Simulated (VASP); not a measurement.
MoS2, 6 atoms in the cell. The structure is hexagonal, space group P6_3/mmc (No. 194). The conventional cell has a = 3.149 Å, b = 3.149 Å, c = 12.089 Å, α = 90.00°, β = 90.00°, γ = 120.00°. Mo (site symmetry -6m2) has 6 S at 2.40 Å as nearest neighbours. S (site symmetry 3m) has 3 Mo at 2.40 Å as nearest neighbours. 

| Quantity | Value |
| --- | --- |
| Program | VASP 6.6.1 |
| Task | elastic constants |
| Functional | PBE |
| Dispersion | D3(BJ) |
| Potentials or basis | VASP PAW PBE potentials, release 64 (Mo_sv, S) |
| Cutoff | 600 eV |
| k mesh | 12 × 12 × 3 |
| Occupations | gaussian, width 0.03 eV |
| Spin | no spin polarisation |
| Ions in elastic constants | relaxed |
| Further INCAR settings | ALGO = Fast; EDIFF = 1e-08; IBRION = 6; POTIM = 0.015; NSW = 1; ISIF = 3 |

Potentials or basis: VASP PAW PBE potentials, release 64 (Mo_sv, S).

The run is started by

```sh
$ cat potpaw_PBE.64/Mo_sv/POTCAR potpaw_PBE.64/S/POTCAR > POTCAR
$ cp INCAR.step1 INCAR
$ mpirun -np 2 vasp_std > vasp.out
$ cp CONTCAR POSCAR
$ cp INCAR.step2 INCAR
$ mpirun -np 2 vasp_std > vasp.out
```

Hardware: 2 MPI ranks on Intel(R) Xeon(R) Platinum 8488C (Sapphire Rapids), on a shared host.

Problem. How long does it take, and how much memory?

Solution. Wall time 78 min on 2 MPI ranks on Intel(R) Xeon(R) Platinum 8488C (Sapphire Rapids), on a shared host, peak memory 1.2 GiB a rank. Counts: scf iterations 315, k points 38, ion steps 8.
